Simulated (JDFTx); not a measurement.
# Cu (Fm-3m) in JDFTx: equation of state

Aim: energy against volume of Cu in PBEsol, for its equilibrium volume and stiffness.

Program: JDFTx 1.7.0 (patched build). These are calculated values, not measurements. Logs are shortened: lines on timing, memory, paths and dates and some standing lists are left out, and cuts for length are marked. The log counts tension as positive stress, the text compression.

### Step 1. The crystal as given

Symmetry: Fm-3m, No. 225, cubic system. The conventional cell has a = 3.615 Å, b = 3.615 Å, c = 3.615 Å, α = 90.00°, β = 90.00°, γ = 90.00°. Cu (site symmetry m-3m) has 12 Cu at 2.56 Å as nearest neighbours.

### Step 2. Equation of state, PBEsol, 11.10 Å³/atom (volume scaled by 0.94)

Cu.in

```
lattice \
    0.0000000000     3.3459526507     3.3459526507 \
    3.3459526507     0.0000000000     3.3459526507 \
    3.3459526507     3.3459526507     0.0000000000
coords-type Lattice
ion Cu     0.0000000000     0.0000000000     0.0000000000 1

ion-species pseudo/Cu.upf
elec-cutoff 46
elec-ex-corr gga-PBEsol
kpoint-folding 13 13 13
elec-smearing Fermi 0.0018374661
elec-n-bands 15
electronic-SCF nIterations 100 energyDiffThreshold 1e-09
electronic-minimize nIterations 30 energyDiffThreshold 1e-7
forces-output-coords Cartesian

dump-name run.$VAR
dump End Ecomponents EigStats BandEigs Kpoints Forces Stress
```

Potentials or basis: PseudoDojo-SR-PBEsol-0.4.1-standard with smoothed tails.

On the command line:

```bash
$ jdftx -c 1 -i Cu.in -o Cu.out
```

The program printed:

```text
*************** JDFTx 1.7.0 (patched build) ***************

[... 9 lines left out ...]
---------- Initializing the Grid ----------
R =
[            0      3.34595      3.34595  ]
[      3.34595            0      3.34595  ]
[      3.34595      3.34595            0  ]
unit cell volume = 74.9186
G =
[  -0.938923   0.938923   0.938923  ]
[   0.938923  -0.938923   0.938923  ]
[   0.938923   0.938923  -0.938923  ]
Minimum fftbox size, Smin = [  32  32  32  ]
Chosen fftbox size, S = [  32  32  32  ]

---------- Exchange Correlation functional ----------
Initalized PBEsol GGA exchange.
Initalized PBEsol GGA correlation.

---------- Setting up pseudopotentials ----------
Width of ionic core gaussian charges (only for fluid interactions / plotting) set to 0

Reading pseudopotential file 'pseudo/Cu.upf':
  'Cu' pseudopotential, 'PBESOL' functional
  Generated using ONCVPSP code by D. R. Hamann
  19 valence electrons, 4 orbitals, 6 projectors, 1001 radial grid points, with lMax = 2
    3S    l: 0   occupation:  2.0   eigenvalue: -4.204292
    3P    l: 1   occupation:  6.0   eigenvalue: -2.645923
    3D    l: 2   occupation: 10.0   eigenvalue: -0.185942
    4S    l: 0   occupation:  1.0   eigenvalue: -0.169360
  Core radius for overlap checks: 1.70 bohrs.

Initialized 1 species with 1 total atoms.

Folded 1 k-points by 13x13x13 to 2197 k-points.

---------- Setting up k-points, bands, fillings ----------
Reduced to 84 k-points under symmetry.
Computing the number of bands and number of electrons
Calculating initial fillings.
nElectrons:  19.000000   nBands: 15   nStates: 84

----- Setting up reduced wavefunction bases (one per k-point) -----
average nbasis = 1116.572 , ideal nbasis = 1116.401

---------- Setting up ewald sum ----------
Optimum gaussian width for ewald sums = 1.705776 bohr.
Real space sum over 2197 unit cells with max indices [  6  6  6  ]
Reciprocal space sum over 2197 terms with max indices [  6  6  6  ]

---------- Allocating electronic variables ----------
Initializing wave functions:  linear combination of atomic orbitals
Note: number of bands (15) exceeds available atomic orbitals (10)
Cu pseudo-atom occupations:   s ( 2 1 )  p ( 6 )  d ( 10 )
	FillingsUpdate:  mu: +0.635435919  nElectrons: 19.000000
LCAOMinimize: Iter:   0  F: -185.3692955328558583  |grad|_K:  4.568e-03  alpha:  1.000e+00
	FillingsUpdate:  mu: +0.708678867  nElectrons: 19.000000
LCAOMinimize: Iter:   1  F: -185.4331606454617543  |grad|_K:  9.690e-04  alpha:  4.483e-01  linmin:  3.259e-01  cgtest: -1.116e+00
LCAOMinimize: 	Bad step direction: g.d > 0.
[... 12 lines of inner loops ...]
LCAOMinimize: Encountered beta<0, resetting CG.
	FillingsUpdate:  mu: +0.689660860  nElectrons: 19.000000
LCAOMinimize: Iter:   7  F: -185.4367382362783871  |grad|_K:  3.669e-09  alpha:  4.114e-01  linmin:  1.640e-01  cgtest: -3.810e-01
LCAOMinimize: Converged (|Delta F|<1.000000e-06 for 2 iters).

-------- Electronic minimization -----------
Will mix electronic density at each iteration.
	FillingsUpdate:  mu: +0.689660860  nElectrons: 19.000000
	FillingsUpdate:  mu: +0.685155289  nElectrons: 19.000000
SCF: Cycle:  0   F: -185.446260182792457   dF: -9.522e-03   |Residual|: 6.056e-02   |deigs|: 3.567e-01
	FillingsUpdate:  mu: +0.693727046  nElectrons: 19.000000
SCF: Cycle:  1   F: -185.447988367035094   dF: -1.728e-03   |Residual|: 1.802e-02   |deigs|: 1.724e-02
	FillingsUpdate:  mu: +0.690886094  nElectrons: 19.000000
SCF: Cycle:  2   F: -185.448218542526632   dF: -2.302e-04   |Residual|: 7.701e-03   |deigs|: 4.684e-03
	FillingsUpdate:  mu: +0.690948097  nElectrons: 19.000000
SCF: Cycle:  3   F: -185.448224041565140   dF: -5.499e-06   |Residual|: 8.608e-04   |deigs|: 5.969e-04
	FillingsUpdate:  mu: +0.690854474  nElectrons: 19.000000
SCF: Cycle:  4   F: -185.448224186017825   dF: -1.445e-07   |Residual|: 3.677e-04   |deigs|: 1.746e-04
	FillingsUpdate:  mu: +0.690897134  nElectrons: 19.000000
SCF: Cycle:  5   F: -185.448224281194229   dF: -9.518e-08   |Residual|: 5.899e-05   |deigs|: 1.075e-04
	FillingsUpdate:  mu: +0.690890096  nElectrons: 19.000000
SCF: Cycle:  6   F: -185.448224286463812   dF: -5.270e-09   |Residual|: 1.189e-05   |deigs|: 4.285e-05
	FillingsUpdate:  mu: +0.690889331  nElectrons: 19.000000
SCF: Cycle:  7   F: -185.448224287002631   dF: -5.388e-10   |Residual|: 1.249e-05   |deigs|: 2.740e-05
	FillingsUpdate:  mu: +0.690890748  nElectrons: 19.000000
SCF: Cycle:  8   F: -185.448224287249786   dF: -2.472e-10   |Residual|: 2.654e-06   |deigs|: 8.678e-05
SCF: Converged (|Delta E|<1.000000e-09 for 2 iters).

Setting wave functions to eigenvectors of Hamiltonian

# Stress tensor in Cartesian coordinates [Eh/a0^3]:
[ -0.000101376            0            0  ]
[            0 -0.000101376            0  ]
[            0            0 -0.000101376  ]

# Ionic positions in lattice coordinates:
ion Cu   0.000000000000000   0.000000000000000   0.000000000000000 1

# Forces in Cartesian coordinates:
force Cu  -0.000000000000000   0.000000000000000   0.000000000000000 1

# Energy components:
   Eewald =     -123.6669628609968612
       EH =       54.6934472655595911
     Eloc =     -150.8924884834620173
      Enl =      -33.3959857347140243
      Exc =      -23.1201201933980016
 Exc_core =        4.0102247527834596
       KE =       86.9237623978492593
-------------------------------------
     Etot =     -185.4481228563785749
       TS =        0.0001014308712176
-------------------------------------
        F =     -185.4482242872497864

IonicMinimize: Iter:   0  F: -185.448224287249786  |grad|_K:  0.000e+00
IonicMinimize: Converged (|grad|_K<1.000000e-04).

#--- Lowdin population analysis ---
# oxidation-state Cu +0.171

Dumping 'run.eigStats' ...
	eMin: -3.447402 at state 0 ( [ +0.000000 +0.000000 +0.000000 ] spin 0 )
	HOMO: +0.684775 at state 32 ( [ +0.000000 +0.230769 +0.461538 ] spin 0 )
	mu  : +0.690891
	LUMO: +0.691393 at state 39 ( [ +0.000000 +0.307692 +0.461538 ] spin 0 )
	eMax: +1.944280 at state 42 ( [ +0.000000 +0.307692 -0.307692 ] spin 0 )
	HOMO-LUMO gap: +0.006618
	Optical gap  : +0.063775 at state 39 ( [ +0.000000 +0.307692 +0.461538 ] spin 0 )
Done!
[note: the HOMO, LUMO and gaps printed at the end count levels as full or empty at half filling, so they show a gap where a level is partly filled]
```

It took 39 s on 1 thread of Arm Neoverse V1, shared host; peak memory 0.08 GiB.

Results:

```
Free energy            : -5046.3033 eV
Pressure               : 3.0 GPa
Band gap on the k mesh : none (metal or under the smearing width)
```

### Step 3. Equation of state, PBEsol, 11.34 Å³/atom (volume scaled by 0.96)

Cu.in

```
lattice \
    0.0000000000     3.3695164738     3.3695164738 \
    3.3695164738     0.0000000000     3.3695164738 \
    3.3695164738     3.3695164738     0.0000000000
coords-type Lattice
ion Cu     0.0000000000     0.0000000000     0.0000000000 1

ion-species pseudo/Cu.upf
elec-cutoff 46
elec-ex-corr gga-PBEsol
kpoint-folding 13 13 13
elec-smearing Fermi 0.0018374661
elec-n-bands 15
electronic-SCF nIterations 100 energyDiffThreshold 1e-09
electronic-minimize nIterations 30 energyDiffThreshold 1e-7
forces-output-coords Cartesian

dump-name run.$VAR
dump End Ecomponents EigStats BandEigs Kpoints Forces Stress ElecDensity Dtot KEdensity
```

Potentials or basis: PseudoDojo-SR-PBEsol-0.4.1-standard with smoothed tails.

On the command line:

```bash
$ jdftx -c 1 -i Cu.in -o Cu.out
```

Run time: 40 s. Hardware: 1 thread of Arm Neoverse V1, shared host; peak memory 0.08 GiB.

It converged, with:

```
Free energy            : -5046.3049 eV
Pressure               : -0.7 GPa
Band gap on the k mesh : none (metal or under the smearing width)
```

### Step 4. Equation of state, PBEsol, 11.57 Å³/atom (volume scaled by 0.98)

Changes to Cu.in since step 3:

```diff
@@ -1,5 +1,5 @@
 lattice \
-    0.0000000000     3.3695164738     3.3695164738 \
-    3.3695164738     0.0000000000     3.3695164738 \
-    3.3695164738     3.3695164738     0.0000000000
+    0.0000000000     3.3927552529     3.3927552529 \
+    3.3927552529     0.0000000000     3.3927552529 \
+    3.3927552529     3.3927552529     0.0000000000
 coords-type Lattice
```

On the command line:

```bash
$ jdftx -c 1 -i Cu.in -o Cu.out
```

Wall time 40 s (1 thread of Arm Neoverse V1, shared host); peak memory 0.09 GiB.

The run converged. Its results:

```yaml
Free_energy: -5046.3014 eV
Pressure: -4.0 GPa
Band_gap_on_the_k_mesh: none (metal or under the smearing width)
```

### Step 5. Equation of state, PBEsol, 11.81 Å³/atom

Changes to Cu.in since step 4:

```diff
@@ -1,5 +1,5 @@
 lattice \
-    0.0000000000     3.3927552529     3.3927552529 \
-    3.3927552529     0.0000000000     3.3927552529 \
-    3.3927552529     3.3927552529     0.0000000000
+    0.0000000000     3.4156799703     3.4156799703 \
+    3.4156799703     0.0000000000     3.4156799703 \
+    3.4156799703     3.4156799703     0.0000000000
 coords-type Lattice
```

On the command line:

```bash
$ jdftx -c 1 -i Cu.in -o Cu.out
```

Run time: 37 s. Hardware: 1 thread of Arm Neoverse V1, shared host; peak memory 0.09 GiB.

Results (log left out):

* Free energy: -5046.2933 eV
* Pressure: -6.9 GPa
* Band gap on the k mesh: none (metal or under the smearing width)

### Step 6. Equation of state, PBEsol, 12.05 Å³/atom (volume scaled by 1.02)

Changes to Cu.in since step 5:

```diff
@@ -1,5 +1,5 @@
 lattice \
-    0.0000000000     3.4156799703     3.4156799703 \
-    3.4156799703     0.0000000000     3.4156799703 \
-    3.4156799703     3.4156799703     0.0000000000
+    0.0000000000     3.4383010266     3.4383010266 \
+    3.4383010266     0.0000000000     3.4383010266 \
+    3.4383010266     3.4383010266     0.0000000000
 coords-type Lattice
```

Potentials or basis: PseudoDojo-SR-PBEsol-0.4.1-standard with smoothed tails.

On the command line:

```bash
$ jdftx -c 1 -i Cu.in -o Cu.out
```

It took 41 s on 1 thread of Arm Neoverse V1, shared host; peak memory 0.09 GiB.

The run converged. Its results:

```
Free energy            : -5046.2812 eV
Pressure               : -9.5 GPa
Band gap on the k mesh : none (metal or under the smearing width)
```

### Step 7. Equation of state, PBEsol, 12.28 Å³/atom (volume scaled by 1.04)

Changes to Cu.in since step 6:

```diff
@@ -1,5 +1,5 @@
 lattice \
-    0.0000000000     3.4383010266     3.4383010266 \
-    3.4383010266     0.0000000000     3.4383010266 \
-    3.4383010266     3.4383010266     0.0000000000
+    0.0000000000     3.4606282823     3.4606282823 \
+    3.4606282823     0.0000000000     3.4606282823 \
+    3.4606282823     3.4606282823     0.0000000000
 coords-type Lattice
```

On the command line:

```bash
$ jdftx -c 1 -i Cu.in -o Cu.out
```

Wall time 41 s (1 thread of Arm Neoverse V1, shared host); peak memory 0.09 GiB.

The run converged. Its results:

- Free energy: -5046.2656 eV
- Pressure: -11.7 GPa
- Band gap on the k mesh: none (metal or under the smearing width)

### Step 8. Equation of state, PBEsol, 12.52 Å³/atom (volume scaled by 1.06)

Changes to Cu.in since step 7:

```diff
@@ -1,5 +1,5 @@
 lattice \
-    0.0000000000     3.4606282823     3.4606282823 \
-    3.4606282823     0.0000000000     3.4606282823 \
-    3.4606282823     3.4606282823     0.0000000000
+    0.0000000000     3.4826710949     3.4826710949 \
+    3.4826710949     0.0000000000     3.4826710949 \
+    3.4826710949     3.4826710949     0.0000000000
 coords-type Lattice
```

On the command line:

```bash
$ jdftx -c 1 -i Cu.in -o Cu.out
```

Wall time 41 s (1 thread of Arm Neoverse V1, shared host); peak memory 0.09 GiB.

The run converged. Its results:

- Free energy: -5046.2468 eV
- Pressure: -13.7 GPa
- Band gap on the k mesh: none (metal or under the smearing width)

### Step 9. Equation of state, PBEsol

Potentials or basis: PseudoDojo-SR-PBEsol-0.4.1-standard with smoothed tails.

This step only gathers the single runs of the series.

Results:

| Property | Result |
| --- | --- |
| Equilibrium volume | 11.29 Å³/atom |
| Bulk modulus | 172 GPa |
| Pressure derivative of the bulk modulus | 5.1 |

Energy against volume, from the lowest point:
```tsv
volume (Å³/atom)	energy (meV/atom)
11.102	1.66
11.338	0.00
11.574	3.51
11.810	11.62
12.047	23.71
12.283	39.32
12.519	58.08
```
